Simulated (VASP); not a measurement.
Write the native input for VASP 6.6.1 that does the following.

| Item | Value |
| --- | --- |
| Task | single point |
| Functional | PBE |
| Potentials or basis | VASP PAW PBE potentials, release 64 (B, As) |
| Cutoff | 520 eV |
| k mesh | 10 × 10 × 10 |
| Occupations | gaussian, width 0.02 eV |
| Spin | no spin polarisation |
| Dipole correction | no |
| Further INCAR settings | ALGO = Normal; EDIFF = 1e-06; NBANDS = 11 |

The structure of BAs lies in POSCAR:

```
BAs
1.0
    0.0000000000      2.4044111833      2.4044111833
    2.4044111833      0.0000000000      2.4044111833
    2.4044111833      2.4044111833      0.0000000000
B As
1 1
Direct
    0.0000000000      0.0000000000      0.0000000000
    0.2500000000      0.2500000000      0.2500000000
```

The input as run:

INCAR

```
SYSTEM = BAs
ALGO = Normal
EDIFF = 1E-6
ENCUT = 520
GGA = PE
ISIF = 2
ISMEAR = 0
LASPH = .TRUE.
LCHARG = .FALSE.
LREAL = .FALSE.
LWAVE = .FALSE.
NBANDS = 11
NELM = 80
PREC = Accurate
SIGMA = 0.02
```

KPOINTS

```
k-points
0
G
  10 10 10
  0 0 0
```

Potentials or basis: VASP PAW PBE potentials, release 64 (B, As).

Launch:

```console
$ cat potpaw_PBE.64/B/POTCAR potpaw_PBE.64/As/POTCAR > POTCAR
$ mpirun -np 1 vasp_std > vasp.out
```

Results of the run:

- Pressure: 0.6 GPa
- Band gap on the k mesh: 1.20 eV, indirect (least direct gap 3.25 eV)

Run time: 21 s on 1 thread of Intel(R) Xeon(R) Platinum 8175M CPU @ 2.50GHz (Skylake/Cascade Lake), with other jobs on the host, peak memory 0.16 GiB.
